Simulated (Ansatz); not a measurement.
**CuI: one input, then a changed one**

The cell is COD entry 9004456, as deposited and not checked against the literature; nothing was relaxed. It differs from other determinations.

First run: DFT, PBE, PAW with Ansatz's default frozen-core files, scalar-relativistic (Ansatz 0.2.0).

Command: `ansatz run input.yaml --threads 1 --pin off --max-ram 2048MiB --backend cpu --events-out ev --progress --plain --runs-dir out` The run took 4.2 s on 1 thread of Arm Neoverse V1 (shared host), peak memory 0.34 GiB.

```yaml
crystal:
  lattice:
    - [0.0, 3.0315, 3.0315]
    - [3.0315, 0.0, 3.0315]
    - [3.0315, 3.0315, 0.0]
  atoms:
    - { symbol: Cu, position: [0.75, 0.75, 0.75] }
    - { symbol: I, position: [0.0, 0.0, 0.0] }
kpoints:
  mp_grid: { grid: [9, 9, 9] }
scf:
  occupations: { method: fermi_dirac, width: 0.03 }
hamiltonian:
  xc: pbe
  pseudopotentials: { kind: paw }
output:
  forces: true
  stress: true
  eigenvalues: true
  efg: { contact_densities: true }
basis:
  ecutwfc: 200
```

Result: converged; pressure 3.33 GPa; gap on the k mesh 2.03 eV (the mesh can miss the band edges); 10 SCF iterations.

No spin–orbit coupling, which matters for the heavy atoms here.

The input is then changed:

```diff
@@ -8,5 +8,5 @@
     - { symbol: I, position: [0.0, 0.0, 0.0] }
 kpoints:
-  mp_grid: { grid: [9, 9, 9] }
+  mp_grid: { grid: [14, 14, 14] }
 scf:
   occupations: { method: fermi_dirac, width: 0.03 }
```

**Question.** What does the second run give?

**Answer.** It converged; pressure 3.09 GPa; gap on the k mesh 2.03 eV; 10 SCF iterations.
